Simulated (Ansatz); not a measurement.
Wanted: the native input for an Ansatz 0.2.0 run.

* Task: single point
* Functional: PBE
* Potentials or basis: Ansatz PAW
* Cutoff: 420 eV (not typed: the program's choice for these potentials)
* k mesh: 12 × 12 × 12
* Occupations: gaussian, width 0.027 eV
* Spin: no spin polarisation

HfC:

```
Hf C
1.0
    -1.39667    2.49718    1.84734
     1.39667   -2.49718    1.84734
     1.39667    2.49718   -1.84734
Hf C
1 1
Direct
  0.98471 0.98471 0.00000
  0.67945 0.17945 0.50000
```

The cell was built by a generator and needn't be a form met in nature.

The input as run:

input.yaml

```yaml
crystal:
  lattice:
    - [-1.39667323, 2.49718051, 1.84733673]
    - [1.39667323, -2.49718051, 1.84733673]
    - [1.39667323, 2.49718051, -1.84733673]
  atoms:
    - { symbol: Hf, position: [0.98471183, 0.98471183, 0.0] }
    - { symbol: C, position: [0.67945483, 0.17945483, 0.5] }
hamiltonian:
  xc: pbe
  pseudopotentials: { kind: paw }
kpoints:
  mp_grid: { grid: [12, 12, 12] }
scf:
  occupations: { method: gaussian, width: 0.027 }
output:
  forces: true
  stress: true
  eigenvalues: true
```

Potentials or basis: Ansatz PAW.

The run is started by

```console
$ ansatz run input.yaml --threads 2 --pin off --max-ram 5632MiB --backend cpu --events-out ev --progress --plain --runs-dir out
```

Results of the run:

The pressure is 66.7 GPa. The largest force is 11.484 eV/Å and the band gap on the k mesh is 0.38 eV, indirect (least direct gap 0.87 eV).

Caveat: a pressure of tens of GPa on the cell as given is suspect, and the run, the potentials or the cell itself is likely at fault; the pressure holds a Pulay correction of +0.4 GPa for the finite cutoff; spin-orbit coupling is left out, which moves the levels of the heavy elements; forces of over 1 eV/Å show positions far from the minimum, so gaps and moduli don't describe the material at rest.

Run time: 8.8 s on 2 threads of Intel(R) Xeon(R) Processor @ 2.70GHz, on a shared host, peak memory 0.46 GiB.
